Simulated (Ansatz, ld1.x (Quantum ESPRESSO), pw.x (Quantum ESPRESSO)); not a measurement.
Tc (Z = 43): one change to the TM potential, in the atom and in the bcc crystal

```
Element                 : Tc (Z = 43)
Generator               : ld1.x (Quantum ESPRESSO) 7.5
Type                    : norm-conserving Troullier–Martins (Kleinman–Bylander form)
Functional              : PBE
Relativity              : scalar-relativistic
Frozen core             : [Kr]
Valence charge          : 7
Reference configuration : 4d5 5s2 5p0
Partial waves           : 5p (bound, empty): rc 2.70 bohr; 4d (bound): rc 1.70 bohr; 5s (bound): rc 2.00 bohr
Local potential         : the s channel
Core correction         : a·sin(br)/r model core, default radius (core density twice the valence density)
```

Change: all radii but the core radius scaled by about 1.39 (s 2.78, p 3.74, d 2.36 bohr).

Cutoffs, loose and tight: the cutoffs (Ry, on a coarse ladder) from which the occupation-weighted sum of valence levels, in a spherical-Bessel basis at the reference potential, stays within 10 and 1 mRy of its value at 400 Ry. They do not see the model core or the augmentation charge, which bear on the density cutoff. Test errors are all-electron minus pseudo excitation energies from the reference, over the configurations 4d5 5s1 5p0; 4d5 5s0 5p0; 4d4 5s0 5p0; 4d5 5s0 5p2; 4d5 5s0 5p1; 4d5 5s1 5p1; 4d6 5s0 5p0; variants that change the core or the reference have their own tests.

Crystal test: bcc Tc in pw.x 7.5, no spin, 15³ k-points, Fermi–Dirac smearing 0.01 Ry, cutoffs set for each file from its atomic test. The reference is all-electron LAPW (Ansatz 0.2.0) with the same functional, mesh and smearing; V0 and B0 come from Birch–Murnaghan fits to the pressures at five volumes. Errors are pseudo minus all-electron; Δ is the rms difference of the E(V) curves that follow from these fits, minima aligned, over ±6 % about the mean V0. Mesh and smearing are coarse, so the numbers serve the comparison and aren't converged zero-temperature values; the lattice is a test structure that the element need not adopt.

All-electron: a0 = 3.083 Å (V0 = 14.65 Å³/atom), B0 = 289.0 GPa.

Question: Does the change bring the crystal closer to the all-electron result?

Answer: The mean pressure error goes from +14.11 to +21.77 GPa, so the change moves the solid further from the all-electron pressures.

```tsv
quantity	base	changed
outcome (atom)	generated	generated
cutoff, loose (atom)	45 Ry	35 Ry
cutoff, tight (atom)	60 Ry	40 Ry
bound ghosts (atom)	none	none
largest test error (meV) (atom)	-270	-239
cutoffs in pw.x (Ry)	75/300	50/200
a0 (Å)	3.129	–
a0 error (%)	+1.49	–
B0 error (%)	-2.4	–
Δ (meV/atom)	41.7	–
mean pressure error (GPa)	+14.11	+21.77
```

A dash: not determined, or the minimum lies outside the volumes sampled.

Base: The largest radius (2.70 bohr) exceeds half the bond length (2.52 bohr), so the spheres overlap, which is one possible source of error among others. This is a poor potential for the solid. Changed file: The largest radius (3.74 bohr) exceeds half the bond length (2.52 bohr), so the spheres overlap, which is one possible source of error among others. This is a poor potential for the solid. The atomic cutoffs weigh occupied waves only.
